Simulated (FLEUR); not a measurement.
# CdF2 (Fm-3m) in FLEUR: band structure with r2SCAN

Aim: the band structure of CdF2 with r2SCAN.

All numbers are computed with FLEUR MaX-R8.1 (later development tree); they aren't measurements. Logs are shortened: lines on timing, memory, paths and dates and some standing lists are left out, and cuts for length are marked.

## Step 1: The crystal as given

Symmetry: Fm-3m, No. 225, cubic system. Conventional cell: a = 5.388 Å, b = 5.388 Å, c = 5.388 Å, α = 90.00°, β = 90.00°, γ = 90.00°. Around Cd (site symmetry m-3m) lie 8 F at 2.33 Å. Around F (site symmetry -43m) lie 4 Cd at 2.33 Å.

## Step 2: Band structure, r2SCAN

File inp.xml:

```xml
<?xml version="1.0" encoding="UTF-8" standalone="no"?>
<fleurInput fleurInputVersion="0.39">
   <comment>
      CdF2                                                                                                
   </comment>
   <calculationSetup>
      <cutoffs Kmax="4.47" Gmax="13.9" GmaxXC="13.9" numbands="0"/>
      <scfLoop itmax="80" minDistance="0.0001" maxIterBroyd="30" imix="Anderson" alpha="0.05" precondParam="0.0" spinf="2.0" sdNocoIR="T"/>
      <coreElectrons ctail="F" frcor="F" kcrel="0" coretail_lmax="0"/>
      <xcFunctional name="LibXC" relativisticCorrections="F">
         <LibXCName exchange="mgga_x_r2scan" correlation="mgga_c_r2scan"/>
         <AuxGGA exchange="117" correlation="130"/>
      </xcFunctional>
      <magnetism jspins="1"/>
      <soc l_soc="F" theta="0.0" phi="0.0" spav="F"/>
      <expertModes spex="0" secvar="F"/>
      <geometryOptimization l_f="F" forcealpha="1.0" forcemix="BFGS" epsdisp="0.00001" epsforce="0.00001"/>
      <ldaU l_linMix="F" mixParam="0.05" spinf="1.0"/>
   </calculationSetup>
   <cell>
      <bzIntegration valenceElectrons="34.0" mode="hist" fermiSmearingEnergy="0.00183747">
         <kPointListSelection listName="default-1"/>
         <!-- k-points included here -->
         <xi:include xmlns:xi="http://www.w3.org/2001/XInclude" href="kpts.xml"> </xi:include>
      </bzIntegration>
[... 33 lines left out ...]
         </electronConfig>
         <energyParameters s="2" p="2" d="3" f="4"/>
         <lo type="SCLO" l="0" n="2" eDeriv="2"/>
         <lo type="SCLO" l="1" n="2" eDeriv="2"/>
         <lo type="SCLO" l="2" n="3" eDeriv="2"/>
      </species>
   </atomSpecies>
   <atomGroups>
      <atomGroup species="Cadmium (Cd)">
         <relPos label="                   1">.0000000000 .0000000000 .0000000000</relPos>
         <force calculate="T" relaxXYZ="TTT"/>
      </atomGroup>
      <atomGroup species="Fluorine (F)">
         <relPos label="                   2">-1.000/4.000 -1.000/4.000 -1.000/4.000</relPos>
         <relPos label="                   3">1.000/4.000 1.000/4.000 1.000/4.000</relPos>
         <force calculate="T" relaxXYZ="TTT"/>
      </atomGroup>
   </atomGroups>
   <output dos="F" band="F" slice="F">
      <checks vchk="F" cdinf="F"/>
      <bandDOS minEnergy="-.5*Htr" maxEnergy="0.5*Htr" sigma="0.015" storeEVData="T"/>
      <vacuumDOS vacdos="F" integ="F" star="F" nstars="0" locx1="0.0" locy1="0.0" locx2="0.0" locy2="0.0" nstm="0" tworkf="0.0"/>
      <unfoldingBand unfoldBand="F" supercellX="1" supercellY="1" supercellZ="1"/>
      <plotting iplot="0" polar="F">
         <plot TwoD="T" vec1="  1.0  0.0  0.0" vec2="  0.0  1.0  0.0" vec3="  0.0  0.0  1.0" zero="  0.0  0.0  0.0" file="plot"/>
      </plotting>
      <chargeDensitySlicing numkpt="0" minEigenval="0.0" maxEigenval="0.0" nnne="0" pallst="F"/>
      <specialOutput eonly="F"/>
      <moessbauerParams electricFieldGradient="T" isomerShift="T" coreHyperfine="T" valenceHyperfine="T"/>
      <magneticCircularDichroism mcd="F" energyLo="-10.0" energyUp="0.0"/>
   </output>
  <!-- We include the file relax.xml here to enable relaxations (see documentation) -->
  <xi:include xmlns:xi="http://www.w3.org/2001/XInclude" href="relax.xml"> <xi:fallback/> </xi:include>
</fleurInput>
```

File crystal.txt:

```
CdF2
&input cartesian=F /
0.0000000000  2.6940000000  2.6940000000
2.6940000000  0.0000000000  2.6940000000
2.6940000000  2.6940000000  0.0000000000
1.8897261246
1.0 1.0 1.0

3
48 0.0000000000  0.0000000000  0.0000000000
9 0.7500000000  0.7500000000  0.7500000000
9 0.2500000000  0.2500000000  0.2500000000

&kpt div1=9 div2=9 div3=9 gamma=T /
```

File inp.xml (bands):

```
<?xml version="1.0" encoding="UTF-8" standalone="no"?>
<fleurInput fleurInputVersion="0.39">
   <comment>
      CdF2                                                                                                
   </comment>
   <calculationSetup>
      <cutoffs Kmax="4.47" Gmax="13.9" GmaxXC="13.9" numbands="0"/>
      <scfLoop itmax="80" minDistance="0.0001" maxIterBroyd="30" imix="Anderson" alpha="0.05" precondParam="0.0" spinf="2.0" sdNocoIR="T"/>
      <coreElectrons ctail="F" frcor="F" kcrel="0" coretail_lmax="0"/>
      <xcFunctional name="LibXC" relativisticCorrections="F">
         <LibXCName exchange="mgga_x_r2scan" correlation="mgga_c_r2scan"/>
         <AuxGGA exchange="117" correlation="130"/>
      </xcFunctional>
      <magnetism jspins="1"/>
      <soc l_soc="F" theta="0.0" phi="0.0" spav="F"/>
      <expertModes spex="0" secvar="F"/>
      <geometryOptimization l_f="F" forcealpha="1.0" forcemix="BFGS" epsdisp="0.00001" epsforce="0.00001"/>
      <ldaU l_linMix="F" mixParam="0.05" spinf="1.0"/>
   </calculationSetup>
   <cell>
      <bzIntegration valenceElectrons="34.0" mode="hist" fermiSmearingEnergy="0.00183747">
         <kPointListSelection listName="path-1"/>
         <!-- k-points included here -->
         <xi:include xmlns:xi="http://www.w3.org/2001/XInclude" href="kpts.xml"> </xi:include>
      </bzIntegration>
      <!-- symmetry operations included here -->
[... 32 lines left out ...]
         </electronConfig>
         <energyParameters s="2" p="2" d="3" f="4"/>
         <lo type="SCLO" l="0" n="2" eDeriv="2"/>
         <lo type="SCLO" l="1" n="2" eDeriv="2"/>
         <lo type="SCLO" l="2" n="3" eDeriv="2"/>
      </species>
   </atomSpecies>
   <atomGroups>
      <atomGroup species="Cadmium (Cd)">
         <relPos label="                   1">.0000000000 .0000000000 .0000000000</relPos>
         <force calculate="T" relaxXYZ="TTT"/>
      </atomGroup>
      <atomGroup species="Fluorine (F)">
         <relPos label="                   2">-1.000/4.000 -1.000/4.000 -1.000/4.000</relPos>
         <relPos label="                   3">1.000/4.000 1.000/4.000 1.000/4.000</relPos>
         <force calculate="T" relaxXYZ="TTT"/>
      </atomGroup>
   </atomGroups>
   <output dos="F" band="T" slice="F">
      <checks vchk="F" cdinf="F"/>
      <bandDOS minEnergy="-.5*Htr" maxEnergy="0.5*Htr" sigma="0.015" storeEVData="T"/>
      <vacuumDOS vacdos="F" integ="F" star="F" nstars="0" locx1="0.0" locy1="0.0" locx2="0.0" locy2="0.0" nstm="0" tworkf="0.0"/>
      <unfoldingBand unfoldBand="F" supercellX="1" supercellY="1" supercellZ="1"/>
      <plotting iplot="0" polar="F">
         <plot TwoD="T" vec1="  1.0  0.0  0.0" vec2="  0.0  1.0  0.0" vec3="  0.0  0.0  1.0" zero="  0.0  0.0  0.0" file="plot"/>
      </plotting>
      <chargeDensitySlicing numkpt="0" minEigenval="0.0" maxEigenval="0.0" nnne="0" pallst="F"/>
      <specialOutput eonly="F"/>
      <moessbauerParams electricFieldGradient="T" isomerShift="T" coreHyperfine="T" valenceHyperfine="T"/>
      <magneticCircularDichroism mcd="F" energyLo="-10.0" energyUp="0.0"/>
   </output>
  <!-- We include the file relax.xml here to enable relaxations (see documentation) -->
  <xi:include xmlns:xi="http://www.w3.org/2001/XInclude" href="relax.xml"> <xi:fallback/> </xi:include>
</fleurInput>
```

Potentials or basis: all-electron, FLAPW.

Started as:

```
$ inpgen -f crystal.txt -profile fastHighL
$ # inp.xml edited to the form shown
$ mpirun -n 4 fleur_MPI -pe_per_kpt 1
$ mpirun -n 4 fleur_MPI -pe_per_kpt 1   # second run, on inp.xml (bands)
```

What it wrote:

```text
Welcome to FLEUR        (www.flapw.de)
      MaX-Release 8.1          (www.max-centre.eu)

 func_ids         498         497         498         497
 func_ids         498         497         498         497
 func_ids         498         497         498         497
 func_ids         498         497         498         497
 MetaGGA potential functional detected - V_tau will be computed
 Auxiliary Potential for radial basis: exchange=         117  correlation=         130
 MetaGGA potential functional detected - V_tau will be computed
 Auxiliary Potential for radial basis: exchange=         117  correlation=         130
The functional 'Re-regularized SCAN exchange by Furness et al' is an exchange functional, it belongs to the 'MGGA' family and is defined in the reference(s):
 MetaGGA potential functional detected - V_tau will be computed
 Auxiliary Potential for radial basis: exchange=         117  correlation=         130
The functional 'Re-regularized SCAN exchange by Furness et al' is an exchange functional, it belongs to the 'MGGA' family and is defined in the reference(s):
 MetaGGA potential functional detected - V_tau will be computed
 Auxiliary Potential for radial basis: exchange=         117  correlation=         130
The functional 'Re-regularized SCAN exchange by Furness et al' is an exchange functional, it belongs to the 'MGGA' family and is defined in the reference(s):
[1] J. W. Furness, A. D. Kaplan, J. Ning, J. P. Perdew, and J. Sun.,  J. Phys. Chem. Lett. 11, 8208-8215 (2020)
[... 10 lines left out ...]
The functional 'Re-regularized SCAN correlation by Furness et al' is a correlation functional, it belongs to the 'MGGA' family and is defined in the reference(s):
[1] J. W. Furness, A. D. Kaplan, J. Ning, J. P. Perdew, and J. Sun.,  J. Phys. Chem. Lett. 11, 8208-8215 (2020)
[2] J. W. Furness, A. D. Kaplan, J. Ning, J. P. Perdew, and J. Sun.,  J. Phys. Chem. Lett. 11, 9248-9248 (2020)
 Using same functional for VXC and EXC
[1] J. W. Furness, A. D. Kaplan, J. Ning, J. P. Perdew, and J. Sun.,  J. Phys. Chem. Lett. 11, 8208-8215 (2020)
[2] J. W. Furness, A. D. Kaplan, J. Ning, J. P. Perdew, and J. Sun.,  J. Phys. Chem. Lett. 11, 9248-9248 (2020)
The functional 'Re-regularized SCAN correlation by Furness et al' is a correlation functional, it belongs to the 'MGGA' family and is defined in the reference(s):
[1] J. W. Furness, A. D. Kaplan, J. Ning, J. P. Perdew, and J. Sun.,  J. Phys. Chem. Lett. 11, 8208-8215 (2020)
[2] J. W. Furness, A. D. Kaplan, J. Ning, J. P. Perdew, and J. Sun.,  J. Phys. Chem. Lett. 11, 9248-9248 (2020)
 Using same functional for VXC and EXC
The functional 'Re-regularized SCAN correlation by Furness et al' is a correlation functional, it belongs to the 'MGGA' family and is defined in the reference(s):
[1] J. W. Furness, A. D. Kaplan, J. Ning, J. P. Perdew, and J. Sun.,  J. Phys. Chem. Lett. 11, 8208-8215 (2020)
[2] J. W. Furness, A. D. Kaplan, J. Ning, J. P. Perdew, and J. Sun.,  J. Phys. Chem. Lett. 11, 9248-9248 (2020)
 Using same functional for VXC and EXC

 ========== k-point set info ==========
 Selected k-point list: default-1
 k-point list type: mesh
 9 x 9 x 9
 Number of k points: 35

 ------------Calculation Setup---------------------------
 Number of MPI-tasks      :            4
 Number of PE/node        :            4
 Number of OMP-threads    :            1
 Using exactly            1  PE per kpt
 k-points in parallel     :            4
 Using exactly            1  PE per kpt
 Using exactly            1  PE per kpt
 pe's per k-point         :            1
 No of k-point loops      :            8
 Info/Warning             : your k-point parallelism is not fully load-balanced
 Using exactly            1  PE per kpt
 Eigenvalue solver        :       lapack
 Number of basis functions:          516
 Approximate size of matrices (H+S) per k-point:         0.004 GB
 --------------------------------------------------------
The functional 'Hammer, Hansen, and Norskov' is an exchange functional, it belongs to the 'GGA' family and is defined in the reference(s):
[1] B. Hammer, L. B. Hansen, and J. K. Nørskov.,  Phys. Rev. B 59, 7413 (1999)
The functional 'Perdew, Burke & Ernzerhof' is a correlation functional, it belongs to the 'GGA' family and is defined in the reference(s):
The functional 'Hammer, Hansen, and Norskov' is an exchange functional, it belongs to the 'GGA' family and is defined in the reference(s):
[1] B. Hammer, L. B. Hansen, and J. K. Nørskov.,  Phys. Rev. B 59, 7413 (1999)
The functional 'Perdew, Burke & Ernzerhof' is a correlation functional, it belongs to the 'GGA' family and is defined in the reference(s):
[1] J. P. Perdew, K. Burke, and M. Ernzerhof.,  Phys. Rev. Lett. 77, 3865 (1996)
[2] J. P. Perdew, K. Burke, and M. Ernzerhof.,  Phys. Rev. Lett. 78, 1396 (1997)
 Using same functional for VXC and EXC
The functional 'Hammer, Hansen, and Norskov' is an exchange functional, it belongs to the 'GGA' family and is defined in the reference(s):
[1] B. Hammer, L. B. Hansen, and J. K. Nørskov.,  Phys. Rev. B 59, 7413 (1999)
The functional 'Perdew, Burke & Ernzerhof' is a correlation functional, it belongs to the 'GGA' family and is defined in the reference(s):
[1] J. P. Perdew, K. Burke, and M. Ernzerhof.,  Phys. Rev. Lett. 77, 3865 (1996)
[2] J. P. Perdew, K. Burke, and M. Ernzerhof.,  Phys. Rev. Lett. 78, 1396 (1997)
 Using same functional for VXC and EXC
 Using auxiliary GGA potential for the first iteration of MetaGGA calculation.
The functional 'Hammer, Hansen, and Norskov' is an exchange functional, it belongs to the 'GGA' family and is defined in the reference(s):
[1] B. Hammer, L. B. Hansen, and J. K. Nørskov.,  Phys. Rev. B 59, 7413 (1999)
The functional 'Perdew, Burke & Ernzerhof' is a correlation functional, it belongs to the 'GGA' family and is defined in the reference(s):
[1] J. P. Perdew, K. Burke, and M. Ernzerhof.,  Phys. Rev. Lett. 77, 3865 (1996)
[2] J. P. Perdew, K. Burke, and M. Ernzerhof.,  Phys. Rev. Lett. 78, 1396 (1997)
 Using same functional for VXC and EXC
 Using auxiliary GGA potential for the first iteration of MetaGGA calculation.
[1] J. P. Perdew, K. Burke, and M. Ernzerhof.,  Phys. Rev. Lett. 77, 3865 (1996)
[2] J. P. Perdew, K. Burke, and M. Ernzerhof.,  Phys. Rev. Lett. 78, 1396 (1997)
 Using same functional for VXC and EXC
 Using auxiliary GGA potential for the first iteration of MetaGGA calculation.
 Using auxiliary GGA potential for the first iteration of MetaGGA calculation.
 Reset of history
 Reset of history
 Iteration:     1   Distance:      28.67998476 me/bohr^3
The functional 'Hammer, Hansen, and Norskov' is an exchange functional, it belongs to the 'GGA' family and is defined in the reference(s):
[1] B. Hammer, L. B. Hansen, and J. K. Nørskov.,  Phys. Rev. B 59, 7413 (1999)
The functional 'Perdew, Burke & Ernzerhof' is a correlation functional, it belongs to the 'GGA' family and is defined in the reference(s):
[1] J. P. Perdew, K. Burke, and M. Ernzerhof.,  Phys. Rev. Lett. 77, 3865 (1996)
[2] J. P. Perdew, K. Burke, and M. Ernzerhof.,  Phys. Rev. Lett. 78, 1396 (1997)
 Using same functional for VXC and EXC
The functional 'Hammer, Hansen, and Norskov' is an exchange functional, it belongs to the 'GGA' family and is defined in the reference(s):
[1] B. Hammer, L. B. Hansen, and J. K. Nørskov.,  Phys. Rev. B 59, 7413 (1999)
The functional 'Perdew, Burke & Ernzerhof' is a correlation functional, it belongs to the 'GGA' family and is defined in the reference(s):
[1] J. P. Perdew, K. Burke, and M. Ernzerhof.,  Phys. Rev. Lett. 77, 3865 (1996)
[2] J. P. Perdew, K. Burke, and M. Ernzerhof.,  Phys. Rev. Lett. 78, 1396 (1997)
 Using same functional for VXC and EXC
The functional 'Hammer, Hansen, and Norskov' is an exchange functional, it belongs to the 'GGA' family and is defined in the reference(s):
[1] B. Hammer, L. B. Hansen, and J. K. Nørskov.,  Phys. Rev. B 59, 7413 (1999)
The functional 'Perdew, Burke & Ernzerhof' is a correlation functional, it belongs to the 'GGA' family and is defined in the reference(s):
[1] J. P. Perdew, K. Burke, and M. Ernzerhof.,  Phys. Rev. Lett. 77, 3865 (1996)
[... 320 lines left out ...]
 Using same functional for VXC and EXC
The functional 'Hammer, Hansen, and Norskov' is an exchange functional, it belongs to the 'GGA' family and is defined in the reference(s):
[1] B. Hammer, L. B. Hansen, and J. K. Nørskov.,  Phys. Rev. B 59, 7413 (1999)
The functional 'Perdew, Burke & Ernzerhof' is a correlation functional, it belongs to the 'GGA' family and is defined in the reference(s):
[1] J. P. Perdew, K. Burke, and M. Ernzerhof.,  Phys. Rev. Lett. 77, 3865 (1996)
[2] J. P. Perdew, K. Burke, and M. Ernzerhof.,  Phys. Rev. Lett. 78, 1396 (1997)
 Using same functional for VXC and EXC
The functional 'Hammer, Hansen, and Norskov' is an exchange functional, it belongs to the 'GGA' family and is defined in the reference(s):
[1] B. Hammer, L. B. Hansen, and J. K. Nørskov.,  Phys. Rev. B 59, 7413 (1999)
The functional 'Perdew, Burke & Ernzerhof' is a correlation functional, it belongs to the 'GGA' family and is defined in the reference(s):
[1] J. P. Perdew, K. Burke, and M. Ernzerhof.,  Phys. Rev. Lett. 77, 3865 (1996)
[2] J. P. Perdew, K. Burke, and M. Ernzerhof.,  Phys. Rev. Lett. 78, 1396 (1997)
 Using same functional for VXC and EXC
 Iteration:    15   Distance:       0.00004790 me/bohr^3

 ********************************************************************
 Run finished successfully
 Stop message:
   all done
 ********************************************************************
```

Wall time 17 s (4 MPI ranks of Intel Xeon 6975P-C (Granite Rapids), shared host).

What came out:

```
Free energy                                           : -157720.5043 eV
Band gap on the k mesh                                : 3.85 eV, indirect (least direct gap 4.34 eV)
Band gap along the path                               : 3.83 eV, indirect (least direct gap 4.34 eV)
Valence electrons inside the program's atomic spheres : Cd 18.18; F 6.29 (radii Cd 2.47, F 1.61 bohr)
```

Levels at the corners of the path, in eV from the valence-band top:
```
point  band 13  band 14  band 15  band 16  band 17  band 18  band 19  band 20  band 21  band 22
    Γ    -0.99    -0.99    -0.51    -0.51    -0.51     3.83    13.70    13.70    13.70    17.80
    X    -2.96    -2.96    -0.52    -0.09    -0.09     8.96    10.64    12.16    15.37    15.37
    W    -2.59    -1.52    -1.52    -0.62     0.00     9.02    11.83    12.70    12.70    17.35
    K    -2.52    -2.31    -0.96    -0.35    -0.20     8.90    11.56    11.74    15.32    15.60
    Γ    -0.99    -0.99    -0.51    -0.51    -0.51     3.83    13.70    13.70    13.70    17.80
    L    -2.28    -1.84    -1.84    -0.40    -0.40     8.06     9.70    15.67    15.67    19.10
    U    -2.52    -2.31    -0.96    -0.35    -0.20     8.90    11.56    11.74    15.32    15.60
    W    -2.59    -1.52    -1.52    -0.62     0.00     9.02    11.83    12.70    12.70    17.35
    L    -2.28    -1.84    -1.84    -0.40    -0.40     8.06     9.70    15.67    15.67    19.10
    K    -2.52    -2.31    -0.96    -0.35    -0.20     8.90    11.56    11.74    15.32    15.60
    U    -2.52    -2.31    -0.96    -0.35    -0.20     8.90    11.56    11.74    15.32    15.60
    X    -2.96    -2.96    -0.52    -0.09    -0.09     8.96    10.64    12.16    15.37    15.37
```

Core levels (eV from the Fermi level):
```tsv
atom	levels
1 Cd	1s1/2 -26503.3, 2s1/2 -3926.6, 2p1/2 -3654.3, 2p3/2 -3461.9, 3s1/2 -725.2, 3p1/2 -616.2, 3p3/2 -581.8, 3d3/2 -389.1, 3d5/2 -382.1
2 F	1s1/2 -651.3
3 F	1s1/2 -651.3
```

Caveat: the meta-GGA is that of a development version, with a GGA for the radial functions and cores and without core tails. r2SCAN opens gaps a little over a GGA but as a rule still falls short of measured ones.
